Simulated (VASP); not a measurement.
# PbSe (Pm-3m) in VASP: further runs

One crystal, PbSe, is run at these levels: PBE, PBEsol; tasks: single point.

Program: VASP 6.6.1. These are calculated values, not measurements. Logs are shortened: lines on timing, memory, paths and dates and some standing lists are left out, and cuts for length are marked.

### 1 Starting point

It takes space group Pm-3m (No. 221, cubic). The conventional cell has a = 3.784 Å, b = 3.784 Å, c = 3.784 Å, α = 90.00°, β = 90.00°, γ = 90.00°. Pb (site symmetry m-3m) is surrounded by 8 Se at 3.28 Å. Around Se (site symmetry m-3m) lie 8 Pb at 3.28 Å.

Measurements of this composition are mostly on another form, of space group No. 225.

### 2 Single point, PBE

The input, INCAR:

```
PREC = Accurate ; ENCUT = 500
EDIFF = 1E-7 ; ISMEAR = 0
SIGMA = 0.02 ; LREAL = False
LASPH = True ; NELM = 60
ALGO = Fast ; ISIF = 2
LWAVE = False ; LCHARG = False
GGA = PE ; NBANDS = 18
```

The input, KPOINTS:

```
regular mesh
0
Gamma
  4 4 4
```

The input, POSCAR:

```
PbSe
1.0
    3.7843220000      0.0000000000      0.0000000000
    0.0000000000      3.7843220000      0.0000000000
    0.0000000000      0.0000000000      3.7843220000
Pb Se
1 1
Direct
    0.0000000000      0.0000000000      0.0000000000
    0.5000000000      0.5000000000      0.5000000000
```

Potentials or basis: VASP PAW PBE potentials, release 64 (Pb_d_GW, Se_GW).

Started as:

```console
cat potpaw_PBE.64/Pb_d_GW/POTCAR potpaw_PBE.64/Se_GW/POTCAR > POTCAR
mpirun -np 1 vasp_std > vasp.out
```

OUTCAR:

```text
PREC = Accurate
   ENCUT = 500
   EDIFF = 1E-7
   ISMEAR = 0
   LREAL = False
   LASPH = True
   NELM = 60
   ISIF = 2
   GGA = PE

 ion  position               nearest neighbor table
   1  0.000  0.000  0.000-
   2  0.500  0.500  0.500-

  LATTYP: Found a simple cubic cell.
 ALAT       =     3.7843220000

  Lattice vectors:

 A1 = (   3.7843220000,   0.0000000000,   0.0000000000)
 A2 = (   0.0000000000,   3.7843220000,   0.0000000000)
 A3 = (   0.0000000000,   0.0000000000,   3.7843220000)

Analysis of symmetry for initial positions (statically):
=====================================================================
 Subroutine PRICEL returns:
 Original cell was already a primitive cell.

 Routine SETGRP: Setting up the symmetry group for a
 simple cubic supercell.

 Subroutine GETGRP returns: Found 48 space group operations
 (whereof 48 operations were pure point group operations)
 out of a pool of 48 trial point group operations.

The static configuration has the point symmetry O_h .

Analysis of symmetry for dynamics (positions and initial velocities):
=====================================================================
 Subroutine PRICEL returns:
 Original cell was already a primitive cell.

 Routine SETGRP: Setting up the symmetry group for a
 simple cubic supercell.

 Subroutine GETGRP returns: Found 48 space group operations
 (whereof 48 operations were pure point group operations)
 out of a pool of 48 trial point group operations.

The dynamic configuration has the point symmetry O_h .

 Subroutine INISYM returns: Found 48 space group operations
 (whereof 48 operations are pure point group operations),
 and found     1 'primitive' translations

----------------------------------------------------------------------------------------

                                     Primitive cell

  volume of cell :      54.1956

  direct lattice vectors                    reciprocal lattice vectors
     3.784322000  0.000000000  0.000000000     0.264248127  0.000000000  0.000000000
     0.000000000  3.784322000  0.000000000     0.000000000  0.264248127  0.000000000
     0.000000000  0.000000000  3.784322000     0.000000000  0.000000000  0.264248127

  length of vectors
     3.784322000  3.784322000  3.784322000     0.264248127  0.264248127  0.264248127

  position of ions in fractional coordinates (direct lattice)
     0.000000000  0.000000000  0.000000000
     0.500000000  0.500000000  0.500000000

  ion indices of the primitive-cell ions
   primitive index   ion index
                 1           1
                 2           2

----------------------------------------------------------------------------------------

 KPOINTS: regular mesh

Automatic generation of k-mesh.
 Grid dimensions read from file:
 generate k-points for:    4    4    4

 Generating k-lattice:

  Cartesian coordinates                     Fractional coordinates (reciprocal lattice)
     0.066062032  0.000000000  0.000000000     0.250000000  0.000000000  0.000000000
     0.000000000  0.066062032  0.000000000     0.000000000  0.250000000  0.000000000
     0.000000000  0.000000000  0.066062032     0.000000000  0.000000000  0.250000000

  Length of vectors
     0.066062032  0.066062032  0.066062032

  Shift w.r.t. Gamma in fractional coordinates (k-lattice)
     0.000000000  0.000000000  0.000000000

 Subroutine IBZKPT returns following result:
 ===========================================

 Found     10 irreducible k-points:

 Following reciprocal coordinates:
            Coordinates               Weight
  0.000000  0.000000  0.000000      1.000000
  0.250000  0.000000  0.000000      6.000000
  0.500000  0.000000  0.000000      3.000000
  0.250000  0.250000  0.000000     12.000000
  0.500000  0.250000  0.000000     12.000000
  0.500000  0.500000  0.000000      3.000000
  0.250000  0.250000  0.250000      8.000000
  0.500000  0.250000  0.250000     12.000000
  0.500000  0.500000  0.250000      6.000000
  0.500000  0.500000  0.500000      1.000000
   k-points           NKPTS =     10   k-points in BZ     NKDIM =     10   number of bands    NBANDS=     18
   number of dos      NEDOS =    301   number of ions     NIONS =      2
   total plane-waves  NPLWV =  21952
   dimension x,y,z NGX =    28 NGY =   28 NGZ =   28
   dimension x,y,z NGXF=    56 NGYF=   56 NGZF=   56
   ions per type =               1   1
   NGX,Y,Z   is equivalent  to a cutoff of  12.30, 12.30, 12.30 a.u.
   NGXF,Y,Z  is equivalent  to a cutoff of  24.60, 24.60, 24.60 a.u.
 SYSTEM =  unknown system
   PREC   = accura    normal or accurate (medium, high low for compatibility)
   ISTART =      0    job   : 0-new  1-cont  2-samecut
   ICHARG =      2    charge: 1-file 2-atom 10-const
   ISPIN  =      1    spin polarized calculation?
   LNONCOLLINEAR =      F non collinear calculations
   LSORBIT =      F    spin-orbit coupling
   LASPH  =      T    aspherical Exc in radial PAW
   ENCUT  =  500.0 eV  36.75 Ry    6.06 a.u.   6.90  6.90  6.90*2*pi/ulx,y,z
   NELM   =     60;   NELMIN=  2; NELMDL= -5     # of ELM steps
   EDIFF  = 0.1E-06   stopping-criterion for ELM
   LREAL  =      F    real-space projection
   EDIFFG = 0.1E-05   stopping-criterion for IOM
   NSW    =      0    number of steps for IOM
   IBRION =     -1    ionic relax: 0-MD 1-quasi-New 2-CG
   NFREE  =      0    steps in history (QN), initial steepest desc. (CG)
   ISIF   =      2    stress and relaxation
   ISYM   =      2    0-nonsym 1-usesym 2-fastsym
   POTIM  = 0.5000    time-step for ionic-motion
   TEBEG  =    0.0;   TEEND  =   0.0 temperature during run
   PSTRESS=    0.0 pullay stress
   NELECT =      22.0000    total number of electrons
   NUPDOWN=      -1.0000    fix difference up-down
   EMIN   =  10.00;   EMAX   =-10.00  energy-range for DOS
   EFERMI =   0.00;   METHOD = LEGACY
   ISMEAR =     0;   SIGMA  =   0.02  broadening in eV -4-tet -1-fermi 0-gaus
   EFERMI_NEDOS =   21; number of points for ismear=-14 and -15
   IALGO  =     68    algorithm
   IMIX   =      4    mixing-type and parameters
     AMIX     =   0.40;   BMIX     =  1.00
     AMIX_MAG =   1.60;   BMIX_MAG =  1.00
  volume/ion in A,a.u.               =      27.10       182.87
  Fermi-wavevector in a.u.,A,eV,Ry     =   1.212163  2.290656 19.991568  1.469339
  Thomas-Fermi vector in A             =   2.347656
   LORBIT       =      0    0 simple, 1 ext, 2 COOP (PROOUT), +10 PAW based schemes
   GGA     = PE    functional components
   LHFCALC =     F    Hartree Fock is set to
   AEXX    =    0.0000 exact exchange contribution
   IVDW    =     0    specifies the selected vdW correction
   LEPSILON=     F    determine dielectric tensor
   LRPA    =     F    only Hartree local field effects (RPA)
 non-spin polarized calculation
 RMM-DIIS sequential band-by-band and
 Gauss-broadening in eV      SIGMA  =   0.02
  energy-cutoff  :      500.00
  volume of cell :       54.20
 maximum number of plane-waves:      1406
 NGX is ok and might be reduce to    28
   NGX = 13   NGY = 13   NGZ = 13

 number of electron      22.0000010 magnetization

 Free energy of the ion-electron system (eV)
  ---------------------------------------------------
  ext. energy  EPLUGINS =         0.00000000
  ---------------------------------------------------
  free energy    TOTEN  =        -7.62270648 eV

  energy without entropy =       -7.62270646  energy(sigma->0) =       -7.62270647

 E-fermi :   3.3355     XC(G=0): -10.0172

 val. band max:        3.2659400836   @ k =   0.5000   0.2500   0.0000
 cond. band min:       3.4011725406   @ k =   0.5000   0.5000   0.0000
 fundamental gap:      0.1352324570
 Fermi energy:         3.3355266260

 k-point     1 :       0.0000    0.0000    0.0000
  band No.  band energies     occupation
      1    -136.1774      2.00000
      2     -13.5590      2.00000
      3     -13.5590      2.00000
      4     -13.4071      2.00000
      5     -13.4071      2.00000
      6     -13.4071      2.00000
[... 10 lines left out ...]
     17      14.6065      0.00000
     18      16.1883      0.00000

 k-point     2 :       0.2500    0.0000    0.0000
  band No.  band energies     occupation
      1    -136.1775      2.00000
      2     -13.5556      2.00000
      3     -13.5012      2.00000
      4     -13.4284      2.00000
      5     -13.4284      2.00000
      6     -13.4053      2.00000
[... 10 lines left out ...]
     17      13.8012      0.00000
     18      15.6414      0.00000

 k-point     3 :       0.5000    0.0000    0.0000
  band No.  band energies     occupation
      1    -136.1776      2.00000
      2     -13.5523      2.00000
      3     -13.4495      2.00000
      4     -13.4495      2.00000
      5     -13.4438      2.00000
      6     -13.4034      2.00000
[... 10 lines left out ...]
     17      16.3602      0.00000
     18      16.6624      0.00000

 k-point     4 :       0.2500    0.2500    0.0000
  band No.  band energies     occupation
      1    -136.1773      2.00000
      2     -13.5263      2.00000
      3     -13.4675      2.00000
      4     -13.4620      2.00000
      5     -13.4266      2.00000
      6     -13.4242      2.00000
[... 10 lines left out ...]
     17      12.9643      0.00000
     18      13.5090      0.00000

 k-point     5 :       0.5000    0.2500    0.0000
  band No.  band energies     occupation
      1    -136.1773      2.00000
      2     -13.5163      2.00000
      3     -13.4946      2.00000
      4     -13.4454      2.00000
      5     -13.4223      2.00000
      6     -13.4147      2.00000
[... 10 lines left out ...]
     17      13.7176      0.00000
     18      14.6069      0.00000

 k-point     6 :       0.5000    0.5000    0.0000
  band No.  band energies     occupation
      1    -136.1773      2.00000
      2     -13.5377      2.00000
      3     -13.4960      2.00000
      4     -13.4412      2.00000
      5     -13.4412      2.00000
      6     -13.3700      2.00000
[... 10 lines left out ...]
     17      12.5257      0.00000
     18      12.5257      0.00000

 k-point     7 :       0.2500    0.2500    0.2500
  band No.  band energies     occupation
      1    -136.1774      2.00000
      2     -13.4655      2.00000
      3     -13.4655      2.00000
      4     -13.4642      2.00000
      5     -13.4484      2.00000
      6     -13.4484      2.00000
[... 10 lines left out ...]
     17      13.3104      0.00000
     18      15.8434      0.00000

 k-point     8 :       0.5000    0.2500    0.2500
  band No.  band energies     occupation
      1    -136.1774      2.00000
      2     -13.4907      2.00000
      3     -13.4735      2.00000
      4     -13.4623      2.00000
      5     -13.4464      2.00000
      6     -13.4034      2.00000
[... 10 lines left out ...]
     17      13.4468      0.00000
     18      16.2732      0.00000

 k-point     9 :       0.5000    0.5000    0.2500
  band No.  band energies     occupation
      1    -136.1775      2.00000
      2     -13.5178      2.00000
      3     -13.4698      2.00000
      4     -13.4698      2.00000
      5     -13.4320      2.00000
      6     -13.3688      2.00000
[... 10 lines left out ...]
     17      15.1473      0.00000
     18      16.8445      0.00000

 k-point    10 :       0.5000    0.5000    0.5000
  band No.  band energies     occupation
      1    -136.1774      2.00000
      2     -13.4980      2.00000
      3     -13.4980      2.00000
      4     -13.4980      2.00000
      5     -13.3676      2.00000
      6     -13.3676      2.00000
[... 10 lines left out ...]
     17      17.1672      0.00000
     18      20.6043      0.00000

------------------------ aborting loop because EDIFF is reached ----------------------------------------

  FORCE on cell =-STRESS in cart. coord.  units (eV):
  Direction    XX          YY          ZZ          XY          YZ          ZX
  --------------------------------------------------------------------------------------
  -------------------------------------------------------------------------------------
  Total        0.1453850      0.1453850      0.1453850     -0.0000000     -0.0000000     -0.0000000
  in kB        4.2979951      4.2979951      4.2979951     -0.0000000     -0.0000000     -0.0000000
  external PRESSURE =       4.2979951 kB  Pullay stress =       0.0000000 kB

 VOLUME and BASIS-vectors are now :
 -----------------------------------------------------------------------------
  energy-cutoff  :      500.00
  volume of cell :       54.20
      direct lattice vectors                 reciprocal lattice vectors
     3.784322000  0.000000000  0.000000000     0.264248127  0.000000000  0.000000000
     0.000000000  3.784322000  0.000000000     0.000000000  0.264248127  0.000000000
     0.000000000  0.000000000  3.784322000     0.000000000  0.000000000  0.264248127

 POSITION                                       TOTAL-FORCE (eV/Angst)
 -----------------------------------------------------------------------------------
      0.00000      0.00000      0.00000         0.000000      0.000000      0.000000
      1.89216      1.89216      1.89216         0.000000      0.000000      0.000000
 -----------------------------------------------------------------------------------
    total drift:                               -0.000000      0.000000     -0.000000

  FREE ENERGIE OF THE ION-ELECTRON SYSTEM (eV)
  ---------------------------------------------------
  free  energy   TOTEN  =        -7.6227064790 eV

  energy  without entropy=       -7.6227064562  energy(sigma->0) =       -7.62270647
```

Run time: 28 s. Hardware: 1 thread of Intel Xeon Platinum 8175M at 2.50GHz (Skylake/Cascade Lake), shared host; peak memory 0.16 GiB.

Results:

- Free energy: -7.6227 eV
- Pressure: 0.4 GPa
- Band gap on the k mesh: none (metal or under the smearing width)

Levels at points of the mesh, in eV from the Fermi level:
```csv
k point,band 9,band 10,band 11,band 12,band 13,band 14
"(0.00, 0.00, 0.00)",-1.43,-1.43,-1.43,5.17,5.17,6.09
"(0.50, 0.00, 0.00)",-0.22,-0.19,-0.19,0.13,3.42,3.42
"(0.50, 0.50, 0.00)",-4.29,-4.29,0.07,4.16,4.16,5.00
"(0.50, 0.50, 0.50)",-2.26,-2.26,-2.26,-0.57,-0.57,-0.57
```

Caveat: the k mesh is coarse (spacing up to 0.42 Å⁻¹), so the values aren't converged.

### 3 Single point, PBE

The input, INCAR:

```
SYSTEM = PbSe
PREC     = Accurate       ! precision mode
ENCUT    = 400            ! plane-wave cutoff, eV
EDIFF    = 1E-6           ! SCF threshold, eV
ISMEAR   = 0              ! smearing method
SIGMA    = 0.02           ! smearing width, eV
LREAL    = .FALSE.        ! projectors in reciprocal space
LASPH    = .TRUE.         ! aspherical terms in the spheres
NELM     = 80             ! most SCF steps
ALGO     = Normal         ! electronic algorithm
ISIF     = 2              ! what is computed and relaxed
LWAVE    = .FALSE.        ! write WAVECAR
LCHARG   = .TRUE.         ! write CHGCAR
GGA      = PE             ! functional
LELF     = .TRUE.         ! ELF
LVHAR    = .TRUE.       
NBANDS   = 18             ! bands
```

The input, KPOINTS:

```
Automatic mesh
0
G
  3 3 3
  0 0 0
```

POSCAR is that of step 2.

Potentials or basis: VASP PAW PBE potentials, release 64 (Pb_d_GW, Se_GW).

Started as:

```console
cat potpaw_PBE.64/Pb_d_GW/POTCAR potpaw_PBE.64/Se_GW/POTCAR > POTCAR
mpirun -np 1 vasp_std > vasp.out
```

Run time: 4.5 s. Hardware: 1 thread of Intel Xeon 6975P-C (Granite Rapids), shared host; peak memory 0.16 GiB.

Results (log left out):

```yaml
Free_energy: -7.7055 eV
Pressure: -0.3 GPa
Band_gap_on_the_k_mesh: 1.48 eV, indirect (least direct gap 2.46 eV)
```

Levels at points of the mesh, in eV from the valence-band top:
| k point | band 9 | band 10 | band 11 | band 12 | band 13 | band 14 |
| --- | --- | --- | --- | --- | --- | --- |
| (0.00, 0.00, 0.00) | -1.26 | -1.26 | -1.26 | 5.36 | 5.36 | 6.27 |

Caveat: the k mesh is coarse (spacing up to 0.55 Å⁻¹), so the values aren't converged; spin-orbit coupling is left out, which as a rule narrows the gap of such compounds by several tenths of an eV; an odd mesh through Γ misses points on the zone boundary, where band edges often lie.

### 4 Single point, PBEsol

The input, INCAR:

```
SYSTEM = PbSe
  ADDGRID = .False.
  ALGO = Normal
  EDIFF = 1E-8
  ENCUT = 900
  GGA = PS
  ISIF = 2
  ISMEAR = 0
  LASPH = .True.
  LCHARG = .False.
  LREAL = .False.
  LWAVE = .False.
  NELM = 100
  PREC = Accurate
  SIGMA = 0.02
```

The input, KPOINTS:

```
k-points
0
Gamma
  9 9 9
  0 0 0
```

POSCAR is that of step 3.

Potentials or basis: VASP PAW PBE potentials, release 64 (Pb_d, Se).

Started as:

```console
cat potpaw_PBE.64/Pb_d/POTCAR potpaw_PBE.64/Se/POTCAR > POTCAR
mpirun -np 1 vasp_std > vasp.out
```

Wall time 50 s (1 thread of Intel Xeon Platinum 8488C (Sapphire Rapids), shared host); peak memory 0.26 GiB.

The run converged. Its results:

```
Free energy            : -8.4710 eV
Pressure               : -2.8 GPa
Band gap on the k mesh : none (metal or under the smearing width)
```

Levels at points of the mesh, in eV from the Fermi level:
| k point | band 8 | band 9 | band 10 | band 11 | band 12 | band 13 |
| --- | --- | --- | --- | --- | --- | --- |
| (0.00, 0.00, 0.00) | -1.47 | -1.47 | -1.47 | 5.06 | 5.06 | 6.05 |

Caveat: the PAW data sets were made with another functional, which shifts forces and pressure a little.

### 5 Summary

| level | potentials or basis | k mesh | cutoff (eV) | mesh quality | gap on the mesh (eV) | pressure (GPa) |
| --- | --- | --- | --- | --- | --- | --- |
| PBE | VASP PAW PBE potentials, release 64 (Pb_d_GW, Se_GW) | 4 × 4 × 4 | 500 | coarse | none | 0.4 |
| PBE | VASP PAW PBE potentials, release 64 (Pb_d_GW, Se_GW) | 3 × 3 × 3 | 400 | coarse | 1.48 | -0.3 |
| PBEsol | VASP PAW PBE potentials, release 64 (Pb_d, Se) | 9 × 9 × 9 | 900 | not flagged | none | -2.8 |

Alike in all rows: task single point; no spin polarisation; cell as given; smearing gaussian 0.02 eV.

Caveats: some runs use coarse meshes; spin-orbit coupling is left out, which as a rule narrows the gap of such compounds by several tenths of an eV (some runs); an odd mesh through Γ misses points on the zone boundary, where band edges often lie (some runs); the PAW data sets were made with another functional, which shifts forces and pressure a little (some runs).

Absolute energies hang on the potentials; compare differences alone.
